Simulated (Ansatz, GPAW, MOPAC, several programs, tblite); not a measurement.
**MgI2 (a single layer): cheap methods against density-functional theory**

Aim: run MgI2 as a single layer in vacuum through methods of unlike cost and see what each gets, and at what price.

Computed with MOPAC, tblite, GPAW, Ansatz (versions at each run) (no spin polarisation, static lattice; gaps from single points on the cell relaxed beforehand with r²SCAN, unless a step's input says otherwise).

**1. Starting point**

Symmetry: P-3m1, No. 164, trigonal system. The conventional cell has a = 4.189 Å, b = 4.189 Å, c = 30.415 Å, α = 90.00°, β = 90.00°, γ = 120.00°. Around Mg (site symmetry -3m) lie 6 I at 2.94 Å. I (site symmetry 3m) is surrounded by 3 Mg at 2.94 Å.

Structure file:

```cif
data_structure
_symmetry_space_group_name_H-M 'P-3m1'
_symmetry_Int_Tables_number 164
_cell_length_a 4.1888
_cell_length_b 4.1888
_cell_length_c 30.4147
_cell_angle_alpha 90.000
_cell_angle_beta 90.000
_cell_angle_gamma 120.000
_cell_volume 462.16
loop_
_atom_site_label
_atom_site_type_symbol
_atom_site_symmetry_multiplicity
_atom_site_Wyckoff_symbol
_atom_site_fract_x
_atom_site_fract_y
_atom_site_fract_z
_atom_site_occupancy
Mg1 Mg 1 a 0.00000 0.00000 0.00000 1
I1 I 2 d 0.33333 0.66667 0.05475 1
```

The cell holds a single layer (1T monolayer) with vacuum along c; the form is built, and need not be the compound's stable one.

**Question.** The methods are PM6, PM7, GFN1-xTB (tblite), GFN2-xTB (tblite), PBE/single-zeta, coarse PBE, GLLB-SC, PBE, r2SCAN. What gap does r2SCAN give on this cell, and which other methods (full PBE left aside) come nearest to r2SCAN and farthest in gap?

```
                                      quantity                                       value
                                        r2SCAN                                 gap 4.30 eV
gap: nearest and farthest of the other methods  PBE/single-zeta (-0.05 eV), PM7 (+4.94 eV)
```

Among the 7 methods compared for the gap (full PBE left aside), PBE/single-zeta is nearest to r2SCAN and PM7 farthest. A minimal basis or a coarse cutoff and mesh shifts results by its own error, so closeness to r2SCAN can be chance. Cluster runs see only the k-points that fold onto the zone centre, so their gaps can miss the band edges. GLLB-SC is compared with its derivative discontinuity added. CPU times run from 0.7 s (PM7) to 3 min (GLLB-SC). On this cell GLLB-SC cost more than r2SCAN itself (52 s), so it is no saving here. r2SCAN is a yardstick, not the truth: it usually gives gaps below the measured ones. Spin-orbit coupling is left out throughout.
